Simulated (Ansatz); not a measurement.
Molecular dynamics on a 1×1×1 supercell (3 atoms) of WSe2 (3R-MoS2 type), relaxed with r2SCAN+rVV10. Forces come from r2SCAN in Ansatz: Langevin thermostat and barostat (NPT), 300 K, steps of 1 fs. Computed, non-magnetic; the trajectory is short and the cell small, so nothing here is a converged average. The structure comes from a prototype and may be hypothetical.

```yaml
crystal:
  lattice:
    - [1.6510739566, 0.9532479933, 6.5796479418]
    - [-1.6510739566, 0.9532479933, 6.5796479418]
    - [0.0, -1.9064959865, 6.5796479418]
  atoms:
    - { symbol: W, position: [-1.83143e-05, -1.83143e-05, -1.83143e-05] }
    - { symbol: Se, position: [0.4176504317, 0.4176504317, 0.4176504317] }
    - { symbol: Se, position: [0.2490345493, 0.2490345493, 0.2490345493] }
kpoints:
  mp_grid: { grid: [4, 4, 4] }
hamiltonian:
  xc: r2scan
scf:
  occupations: { method: fermi_dirac, width: 0.026 }
md:
  ensemble: npt_langevin
  temperature: 300
  timestep: 1.0
  n_steps: 20
  initial_velocities: maxwell_boltzmann
  seed: 8038
```

Run as `ansatz run input.yaml --threads 4 --pin off --max-ram 3686MiB --backend cpu --events-out ev --progress --plain --runs-dir out`. Wall time 69 s on 4 threads of Arm Neoverse V1 (shared host), load about 0.8 per core; peak host memory 0.55 GiB.

```csv
step,t (fs),T (K),free energy F from step 0 (meV/atom),kinetic energy (meV/atom),pressure (GPa),volume (Å³/atom),largest force (eV/Å)
0,0,200,0.0,25.9,1.13,20.71,0.09
1,1,186,0.0,24.0,1.17,20.71,0.12
2,2,234,0.1,30.2,1.22,20.72,0.18
3,3,211,0.3,27.2,1.17,20.73,0.26
4,4,249,0.6,32.2,1.20,20.75,0.35
5,5,200,1.0,25.9,1.18,20.76,0.44
6,6,202,1.5,26.2,1.14,20.77,0.53
7,7,174,1.9,22.5,1.02,20.80,0.61
8,8,183,2.4,23.7,0.92,20.84,0.69
9,9,199,3.1,25.8,0.81,20.87,0.76
10,10,207,3.8,26.8,0.67,20.90,0.83
11,11,196,4.7,25.4,0.50,20.94,0.91
12,12,199,5.7,25.7,0.34,20.97,0.98
13,13,186,6.8,24.0,0.20,21.00,1.05
14,14,174,8.0,22.5,0.06,21.03,1.11
15,15,173,9.2,22.4,-0.06,21.06,1.17
16,16,152,10.3,19.6,-0.17,21.08,1.23
17,17,131,11.5,16.9,-0.32,21.11,1.27
18,18,133,12.7,17.2,-0.49,21.15,1.31
19,19,180,14.1,23.3,-0.66,21.19,1.36
20,20,179,15.7,23.1,-0.85,21.23,1.41
```

The temperature starts at 200 K, is lowest at step 17 (131 K, 17 fs) and ends at 179 K. The thermostat hasn't had time to restore it. The atoms start on their lattice sites with kinetic energy alone, so much of it first passes into potential energy. The first value is 2/3 of the setting, since velocities are drawn without the motion of the centre of mass and T is counted over all atoms.

Positions (Å) and forces (eV/Å) at step 20:
```
cell (Å): 1.665 0.961 6.634; -1.665 0.961 6.634; 0.000 -1.922 6.634
W   -0.007  -0.003   0.019     0.102   0.180  -1.392
Se   0.020   0.037   8.269    -0.281  -0.387   0.520
Se  -0.031  -0.031   4.941     0.178   0.206   0.872
```
